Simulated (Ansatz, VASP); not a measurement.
**Two plane-wave programs on Pd**

The input POSCAR:

```
Pd
1.0
    0.0000000000      1.9567730079      1.9567730079
    1.9567730079      0.0000000000      1.9567730079
    1.9567730079      1.9567730079      0.0000000000
Pd
1
Direct
    0.0000000000      0.0000000000      0.0000000000
```

The input INCAR.step1:

```
ALGO     = Normal         # electronic algorithm
EDIFF    = 1E-4           # SCF threshold, eV
ENCUT    = 520            # plane-wave cutoff, eV
GGA      = PE             # functional
ISMEAR   = 1              # smearing method
ISPIN    = 2              # spin polarisation
LASPH    = T              # aspherical terms in the spheres
LCHARG   = F              # write CHGCAR
LMAXMIX  = 4              # l up to which the mixer works
LREAL    = F              # projectors in reciprocal space
LWAVE    = T              # write WAVECAR
MAGMOM   = 0.436          # initial moments
NBANDS   = 15             # bands
NELM     = 150            # most SCF steps
PREC     = Accurate       # precision mode
SIGMA    = 0.2            # smearing width, eV
```

INCAR.step2

```
ALGO     = Normal         # electronic algorithm
EDIFF    = 1E-6           # SCF threshold, eV
ENCUT    = 520            # plane-wave cutoff, eV
ISIF     = 2              # what is computed and relaxed
ISMEAR   = 1              # smearing method
ISPIN    = 2              # spin polarisation
ISTART   = 1            
LASPH    = T              # aspherical terms in the spheres
LCHARG   = T              # write CHGCAR
LELF     = T              # ELF
LMAXMIX  = 4              # l up to which the mixer works
LMIXTAU  = T            
LORBIT   = 11             # projections on sites
LREAL    = F              # projectors in reciprocal space
LVHAR    = T            
LWAVE    = F              # write WAVECAR
MAGMOM   = 0.436          # initial moments
METAGGA  = R2SCAN         # meta-GGA
NBANDS   = 15             # bands
NELM     = 150            # most SCF steps
PREC     = Accurate       # precision mode
SIGMA    = 0.2            # smearing width, eV
```

The input KPOINTS:

```
k-points
0
Gamma
  14 14 14
```

Input for Ansatz:

```yaml
crystal:
  lattice:
    - [0.0, 1.9567730079, 1.9567730079]
    - [1.9567730079, 0.0, 1.9567730079]
    - [1.9567730079, 1.9567730079, 0.0]
  atoms:
    - { symbol: Pd, position: [0.0, 0.0, 0.0], spin: 0.436 }
hamiltonian:
  xc: r2scan
  pseudopotentials:
    kind: paw
    azcp:
      Pd: "pseudopotentials/Pd.paw.azcp"
basis:
  ecutwfc: 500
  fft_grid_basis: typed
kpoints:
  mp_grid: { grid: [14, 14, 14], shift: [0, 0, 0] }
magnetization:
  spin_polarized: true
scf:
  occupations: { method: methfessel_paxton, width: 0.2 }
  lower_state_search: "off"
output:
  stress: true
```

Alike in both runs: task single point; functional r2SCAN; k mesh 14 × 14 × 14; occupations methfessel-paxton of order 1, width 0.2 eV; collinear spin.

```csv
,VASP,Ansatz
version,VASP 6.6.1,Ansatz 0.2.0
potentials or method,"VASP PAW PBE potentials, release 64 (Pd)","plane waves (500 eV) with PAW, scalar-relativistic"
plane-wave cutoff (eV),520,500
valence electrons in the cell,10,18
```

Ansatz gave:

* pressure (GPa): 0.0
* net moment per atom (μB): 0.49
* size of the moment on the site where the two differ most (μB): 0.51

Q: Which values does VASP return?

A: Pressure (GPa): 0.7; net moment per atom (μB): 0.49; size of the moment on the site where the two differ most (μB): 0.50.

Site moments also hang on the region over which each program counts them. The two sets of potentials don't hold the same shells in valence. Ansatz warned: «stability_check_not_made».

Caveats: the PAW data sets were made with another functional, which shifts forces and pressure a little (VASP).
